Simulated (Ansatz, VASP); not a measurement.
## Two plane-wave programs on Ta

INCAR

```
SYSTEM = Ta
PREC = Accurate ; ENCUT = 520
EDIFF = 1E-7 ; ISMEAR = -1
SIGMA = 0.1 ; LREAL = .False.
LASPH = .True. ; NELM = 60
ALGO = Normal ; ISIF = 2
LWAVE = .False. ; LCHARG = .False.
NBANDS = 12
```

Contents of KPOINTS:

```
Automatic mesh
0
Gamma
  16 16 16
  0 0 0
```

File POSCAR:

```
Ta
1.0
    0.0000000000      2.0713815501      2.0713815501
    2.0713815501      0.0000000000      2.0713815501
    2.0713815501      2.0713815501      0.0000000000
Ta
1
Direct
    0.0000000000      0.0000000000      0.0000000000
```

Input for Ansatz:

```yaml
crystal:
  lattice:
    - [0.0, 2.0713815501, 2.0713815501]
    - [2.0713815501, 0.0, 2.0713815501]
    - [2.0713815501, 2.0713815501, 0.0]
  atoms:
    - { symbol: Ta, position: [0.0, 0.0, 0.0] }
kpoints:
  mp_grid: { grid: [16, 16, 16] }
  band_path:
    path:
      - [0.0, 0.0, 0.0]
      - [0.5, 0.0, 0.5]
      - [0.625, 0.25, 0.625]
      - [0.375, 0.375, 0.75]
      - [0.0, 0.0, 0.0]
      - [0.5, 0.5, 0.5]
      - [0.5, 0.25, 0.75]
      - [0.5, 0.0, 0.5]
    npoints: 8
scf:
  occupations: { method: fermi_dirac, width: 0.1 }
hamiltonian:
  xc: lda
  pseudopotentials: { kind: paw, source: ansatz }
output:
  forces: true
  stress: true
  eigenvalues: true
  populations: true
  write_density: true
  write_potential: true
  elf: true
  volumetric_format: npy
```

This isn't the form of Ta at room conditions, which is bcc.

Alike in both runs: task single point; functional LDA; k mesh 16 × 16 × 16; occupations fermi-dirac, width 0.1 eV; no spin polarisation.

|  | VASP | Ansatz |
| --- | --- | --- |
| version | VASP 6.6.1 | Ansatz 0.2.0 |
| potentials or method | VASP PAW LDA potentials, release 64 (Ta_pv) | PAW with Ansatz's default frozen-core files, scalar-relativistic |
| plane-wave cutoff (eV) | 520 | 520 |
| valence electrons in the cell | 11 | 27 |

```csv
,VASP,Ansatz,Ansatz less VASP
gap on the k mesh at the Fermi level (eV),none,none,-
pressure (GPa),0.7,-0.1,-0.83
```

A gap of «none» marks a metal or a gap that the smearing closes. The two sets of potentials don't hold the same shells in valence.

Spin-orbit coupling is left out, which matters for the levels of Ta.
